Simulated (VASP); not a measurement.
# Ag (Fm-3m) in VASP: a series of runs

The runs below take Ag through relaxation of cell and atoms, single point, with LDA, PBEsol, PBE, PBE0.

Everything below comes from runs of VASP 6.6.1. Logs are shortened: lines on timing, memory, paths and dates and some standing lists are left out, and cuts for length are marked.

**1. The crystal as given**

It takes space group Fm-3m (No. 225, cubic). The conventional cell has a = 4.085 Å, b = 4.085 Å, c = 4.085 Å, α = 90.00°, β = 90.00°, γ = 90.00°. Around Ag (site symmetry m-3m) lie 12 Ag at 2.89 Å.

**2. Relaxation of cell and atoms, LDA**

Input file INCAR:

```
SYSTEM = Ag
PREC     = Accurate       ! precision mode
ENCUT    = 600            ! plane-wave cutoff, eV
EDIFF    = 1E-7           ! SCF threshold, eV
ISMEAR   = -1             ! smearing method
SIGMA    = 0.05           ! smearing width, eV
LREAL    = .False.        ! projectors in reciprocal space
LASPH    = .True.         ! aspherical terms in the spheres
NELM     = 100            ! most SCF steps
ALGO     = Normal         ! electronic algorithm
ISIF     = 3              ! what is computed and relaxed
LWAVE    = .False.        ! write WAVECAR
LCHARG   = .False.        ! write CHGCAR
GGA      = CA             ! functional
IBRION   = 2              ! ionic algorithm
NSW      = 40             ! ionic steps
EDIFFG   = -0.01          ! ionic threshold
```

Input file KPOINTS:

```
Automatic mesh
0
Gamma
  11 11 11
  0 0 0
```

Input file POSCAR:

```
Ag
1.0
    0.0000000000      2.0427500000      2.0427500000
    2.0427500000      0.0000000000      2.0427500000
    2.0427500000      2.0427500000      0.0000000000
Ag
1
Direct
    0.0000000000      0.0000000000      0.0000000000
```

Potentials or basis: VASP PAW LDA potentials, release 64 (Ag).

Started as:

```
> cat potpaw_LDA.64/Ag/POTCAR > POTCAR
> mpirun -np 1 vasp_std > vasp.out
```

OUTCAR:

```text
SYSTEM = Ag
   PREC = Accurate
   ENCUT = 600
   EDIFF = 1E-7
   ISMEAR = -1
   LREAL = .False.
   LASPH = .True.
   NELM = 100
   ISIF = 3
   GGA = CA
   IBRION = 2
   NSW = 40
   EDIFFG = -0.01

 ion  position               nearest neighbor table
   1  0.000  0.000  0.000-

  LATTYP: Found a face centered cubic cell.
 ALAT       =     4.0855000000

  Lattice vectors:

 A1 = (   0.0000000000,   2.0427500000,   2.0427500000)
 A2 = (   2.0427500000,   0.0000000000,   2.0427500000)
 A3 = (   2.0427500000,   2.0427500000,   0.0000000000)

Analysis of symmetry for initial positions (statically):
=====================================================================
 Subroutine PRICEL returns:
 Original cell was already a primitive cell.

 Routine SETGRP: Setting up the symmetry group for a
 face centered cubic supercell.

 Subroutine GETGRP returns: Found 48 space group operations
 (whereof 48 operations were pure point group operations)
 out of a pool of 48 trial point group operations.

The static configuration has the point symmetry O_h .

Analysis of symmetry for dynamics (positions and initial velocities):
=====================================================================
 Subroutine PRICEL returns:
 Original cell was already a primitive cell.

 Routine SETGRP: Setting up the symmetry group for a
 face centered cubic supercell.

 Subroutine GETGRP returns: Found 48 space group operations
 (whereof 48 operations were pure point group operations)
 out of a pool of 48 trial point group operations.

The dynamic configuration has the point symmetry O_h .

 Subroutine INISYM returns: Found 48 space group operations
 (whereof 48 operations are pure point group operations),
 and found     1 'primitive' translations

----------------------------------------------------------------------------------------

                                     Primitive cell

  volume of cell :      17.0481

  direct lattice vectors                    reciprocal lattice vectors
     0.000000000  2.042750000  2.042750000    -0.244768082  0.244768082  0.244768082
     2.042750000  0.000000000  2.042750000     0.244768082 -0.244768082  0.244768082
     2.042750000  2.042750000  0.000000000     0.244768082  0.244768082 -0.244768082

  length of vectors
     2.888884755  2.888884755  2.888884755     0.423950755  0.423950755  0.423950755

  position of ions in fractional coordinates (direct lattice)
     0.000000000  0.000000000  0.000000000

  ion indices of the primitive-cell ions
   primitive index   ion index
                 1           1

----------------------------------------------------------------------------------------

 KPOINTS: Automatic mesh

Automatic generation of k-mesh.
 Grid dimensions read from file:
 generate k-points for:   11   11   11

 Generating k-lattice:

  Cartesian coordinates                     Fractional coordinates (reciprocal lattice)
    -0.022251644  0.022251644  0.022251644     0.090909091  0.000000000  0.000000000
     0.022251644 -0.022251644  0.022251644     0.000000000  0.090909091  0.000000000
     0.022251644  0.022251644 -0.022251644     0.000000000  0.000000000  0.090909091

  Length of vectors
     0.038540978  0.038540978  0.038540978

  Shift w.r.t. Gamma in fractional coordinates (k-lattice)
     0.000000000  0.000000000  0.000000000

 Subroutine IBZKPT returns following result:
 ===========================================

 Found     56 irreducible k-points:

 Following reciprocal coordinates:
            Coordinates               Weight
  0.000000  0.000000  0.000000      1.000000
  0.090909  0.000000  0.000000      8.000000
  0.181818  0.000000  0.000000      8.000000
  0.272727  0.000000  0.000000      8.000000
  0.363636  0.000000  0.000000      8.000000
  0.454545  0.000000  0.000000      8.000000
[... 16 lines left out ...]
 -0.272727  0.181818  0.000000     24.000000
 -0.181818  0.181818  0.000000     12.000000
 [... further k-points ...]
   k-points           NKPTS =     56   k-points in BZ     NKDIM =     56   number of bands    NBANDS=      9
   number of dos      NEDOS =    301   number of ions     NIONS =      1
   total plane-waves  NPLWV =  13824
   dimension x,y,z NGX =    24 NGY =   24 NGZ =   24
   dimension x,y,z NGXF=    48 NGYF=   48 NGZF=   48
   ions per type =               1
   NGX,Y,Z   is equivalent  to a cutoff of  13.81, 13.81, 13.81 a.u.
   NGXF,Y,Z  is equivalent  to a cutoff of  27.62, 27.62, 27.62 a.u.
 SYSTEM =  Ag
   PREC   = accura    normal or accurate (medium, high low for compatibility)
   ISTART =      0    job   : 0-new  1-cont  2-samecut
   ICHARG =      2    charge: 1-file 2-atom 10-const
   ISPIN  =      1    spin polarized calculation?
   LNONCOLLINEAR =      F non collinear calculations
   LSORBIT =      F    spin-orbit coupling
   LASPH  =      T    aspherical Exc in radial PAW
   ENCUT  =  600.0 eV  44.10 Ry    6.64 a.u.   5.77  5.77  5.77*2*pi/ulx,y,z
   NELM   =    100;   NELMIN=  2; NELMDL= -5     # of ELM steps
   EDIFF  = 0.1E-06   stopping-criterion for ELM
   LREAL  =      F    real-space projection
   EDIFFG = -.1E-01   stopping-criterion for IOM
   NSW    =     40    number of steps for IOM
   IBRION =      2    ionic relax: 0-MD 1-quasi-New 2-CG
   NFREE  =      1    steps in history (QN), initial steepest desc. (CG)
   ISIF   =      3    stress and relaxation
   ISYM   =      2    0-nonsym 1-usesym 2-fastsym
   POTIM  = 0.5000    time-step for ionic-motion
   TEBEG  =    0.0;   TEEND  =   0.0 temperature during run
   PSTRESS=    0.0 pullay stress
   NELECT =      11.0000    total number of electrons
   NUPDOWN=      -1.0000    fix difference up-down
   EMIN   =  10.00;   EMAX   =-10.00  energy-range for DOS
   EFERMI =   0.00;   METHOD = LEGACY
   ISMEAR =    -1;   SIGMA  =   0.05  broadening in eV -4-tet -1-fermi 0-gaus
   EFERMI_NEDOS =   21; number of points for ismear=-14 and -15
   IALGO  =     38    algorithm
   IMIX   =      4    mixing-type and parameters
     AMIX     =   0.40;   BMIX     =  1.00
     AMIX_MAG =   1.60;   BMIX_MAG =  1.00
  volume/ion in A,a.u.               =      17.05       115.05
  Fermi-wavevector in a.u.,A,eV,Ry     =   1.414644  2.673290 27.228221  2.001218
  Thomas-Fermi vector in A             =   2.536165
   LORBIT       =      0    0 simple, 1 ext, 2 COOP (PROOUT), +10 PAW based schemes
   GGA     = CA    functional components
   LHFCALC =     F    Hartree Fock is set to
   AEXX    =    0.0000 exact exchange contribution
   IVDW    =     0    specifies the selected vdW correction
   LEPSILON=     F    determine dielectric tensor
   LRPA    =     F    only Hartree local field effects (RPA)
 conjugate gradient relaxation of ions
 non-spin polarized calculation
  energy-cutoff  :      600.00
  volume of cell :       17.05
 maximum number of plane-waves:       578
   NGX = 11   NGY = 11   NGZ = 11

--------------------------------------- Ionic step        1  -------------------------------------------

 number of electron      10.9999999 magnetization

 Free energy of the ion-electron system (eV)
  ---------------------------------------------------
  ext. energy  EPLUGINS =         0.00000000
  ---------------------------------------------------
  free energy    TOTEN  =        -3.76196911 eV

  energy without entropy =       -3.75915851  energy(sigma->0) =       -3.76056381

------------------------ aborting loop because EDIFF is reached ----------------------------------------

  FORCE on cell =-STRESS in cart. coord.  units (eV):
  Direction    XX          YY          ZZ          XY          YZ          ZX
  --------------------------------------------------------------------------------------
  -------------------------------------------------------------------------------------
  Total       -0.7935849     -0.7935849     -0.7935849     -0.0000000     -0.0000000     -0.0000000
  in kB      -74.5810187    -74.5810187    -74.5810187     -0.0000000     -0.0000000     -0.0000000
  external PRESSURE =     -74.5810187 kB  Pullay stress =       0.0000000 kB

 VOLUME and BASIS-vectors are now :
 -----------------------------------------------------------------------------
  energy-cutoff  :      600.00
  volume of cell :       17.05
      direct lattice vectors                 reciprocal lattice vectors
     0.000000000  2.042750000  2.042750000    -0.244768082  0.244768082  0.244768082
     2.042750000  0.000000000  2.042750000     0.244768082 -0.244768082  0.244768082
     2.042750000  2.042750000  0.000000000     0.244768082  0.244768082 -0.244768082

 POSITION                                       TOTAL-FORCE (eV/Angst)
 -----------------------------------------------------------------------------------
      0.00000      0.00000      0.00000         0.000000      0.000000      0.000000
 -----------------------------------------------------------------------------------
    total drift:                               -0.000000     -0.000000     -0.000000

  FREE ENERGIE OF THE ION-ELECTRON SYSTEM (eV)
  ---------------------------------------------------
  free  energy   TOTEN  =        -3.7619691108 eV

  energy  without entropy=       -3.7591585100  energy(sigma->0) =       -3.76056381

--------------------------------------- Ionic step        2  -------------------------------------------

 number of electron      10.9999998 magnetization

 E-fermi :  10.0621     XC(G=0): -13.2872

 val. band max:        9.9563162251   @ k =  -0.4545   0.0909   0.0000
 cond. band min:      10.1478263263   @ k =   0.4545   0.3636   0.0000
 fundamental gap:      0.1915101012
 Fermi energy:        10.0620579063

 k-point     1 :       0.0000    0.0000    0.0000
  band No.  band energies     occupation
      1       1.1764      2.00000
      2       4.6636      2.00000
      3       4.6636      2.00000
      4       4.6636      2.00000
      5       5.9583      2.00000
      6       5.9583      2.00000
      7      26.1217      0.00000
      8      30.3333      0.00000
      9      30.3333      0.00000

 k-point     2 :       0.0909    0.0000    0.0000
  band No.  band energies     occupation
      1       1.4577      2.00000
      2       4.5915      2.00000
      3       4.7470      2.00000
      4       4.7470      2.00000
      5       5.9262      2.00000
      6       5.9262      2.00000
      7      26.2426      0.00000
      8      28.5254      0.00000
      9      30.5465      0.00000
[... 286 lines left out ...]
 POSITION                                       TOTAL-FORCE (eV/Angst)
 -----------------------------------------------------------------------------------
      0.00000      0.00000      0.00000         0.000000      0.000000      0.000000
 -----------------------------------------------------------------------------------
    total drift:                               -0.000000     -0.000000     -0.000000

  FREE ENERGIE OF THE ION-ELECTRON SYSTEM (eV)
  ---------------------------------------------------
  free  energy   TOTEN  =        -3.7671979954 eV

  energy  without entropy=       -3.7655871999  energy(sigma->0) =       -3.76639260

--------------------------------------- Ionic step        3  -------------------------------------------

 number of electron      11.0000002 magnetization

 Free energy of the ion-electron system (eV)
  ---------------------------------------------------
  ext. energy  EPLUGINS =         0.00000000
  ---------------------------------------------------
  free energy    TOTEN  =        -3.78837868 eV

  energy without entropy =       -3.78639916  energy(sigma->0) =       -3.78738892

 E-fermi :   9.2533     XC(G=0): -12.9621

 val. band max:        9.1815494043   @ k =  -0.4545   0.0909   0.0000
 cond. band min:       9.3183108387   @ k =   0.4545   0.3636   0.0000
 fundamental gap:      0.1367614345
 Fermi energy:         9.2532761242

 k-point     1 :       0.0000    0.0000    0.0000
  band No.  band energies     occupation
      1       0.7649      2.00000
      2       4.0500      2.00000
      3       4.0500      2.00000
      4       4.0500      2.00000
      5       5.2286      2.00000
      6       5.2286      2.00000
      7      25.2117      0.00000
      8      29.0966      0.00000
      9      29.0966      0.00000

 k-point     2 :       0.0909    0.0000    0.0000
  band No.  band energies     occupation
      1       1.0339      2.00000
      2       3.9858      2.00000
      3       4.1266      2.00000
      4       4.1266      2.00000
      5       5.2003      2.00000
      6       5.2003      2.00000
      7      25.2643      0.00000
      8      27.3069      0.00000
      9      29.2581      0.00000
[... 286 lines left out ...]
 POSITION                                       TOTAL-FORCE (eV/Angst)
 -----------------------------------------------------------------------------------
      0.00000      0.00000      0.00000        -0.000000      0.000000     -0.000000
 -----------------------------------------------------------------------------------
    total drift:                                0.000000     -0.000000     -0.000000

  FREE ENERGIE OF THE ION-ELECTRON SYSTEM (eV)
  ---------------------------------------------------
  free  energy   TOTEN  =        -3.7883786816 eV

  energy  without entropy=       -3.7863991646  energy(sigma->0) =       -3.78738892

 reached required accuracy - stopping structural energy minimisation
```

It took 11 s on 1 thread of AMD EPYC 9R45 (Zen 5), shared host; peak memory 0.11 GiB.

Results:

| Quantity | Value |
| --- | --- |
| Free energy | -3.7884 eV |
| Relaxed volume | 16.00 Å³/atom |
| Relaxed cell | a = 2.828 Å, b = 2.828 Å, c = 2.828 Å, α = 60.00°, β = 60.00°, γ = 60.00° |
| Space group after relaxing (to 0.05 Å) | Fm-3m (No. 225) |
| Energy gained by relaxing | 26.4 meV/atom |
| Ionic steps | 3 |
| Pressure after relaxing | -0.1 GPa |
| Band gap on the k mesh | none (metal or under the smearing width) |

The path:
| step | energy change (eV) | largest force (eV/Å) | pressure (GPa) | volume (Å³) |
| --- | --- | --- | --- | --- |
| 1 | 0.0000 | 0.0000 | -7.46 | 17.05 |
| 2 | -0.0052 | 0.0000 | 8.68 | 15.16 |
| 3 | -0.0264 | 0.0000 | -0.08 | 16.00 |

Final structure:
```cif
data_structure
_symmetry_space_group_name_H-M 'P 1'
_symmetry_Int_Tables_number 1
_cell_length_a 2.8285
_cell_length_b 2.8285
_cell_length_c 2.8285
_cell_angle_alpha 60.000
_cell_angle_beta 60.000
_cell_angle_gamma 60.000
_cell_volume 16.00
loop_
_atom_site_label
_atom_site_type_symbol
_atom_site_fract_x
_atom_site_fract_y
_atom_site_fract_z
_atom_site_occupancy
Ag1 Ag 0.00000 0.00000 0.00000 1
```

(Part 1 of 3 ends here.)
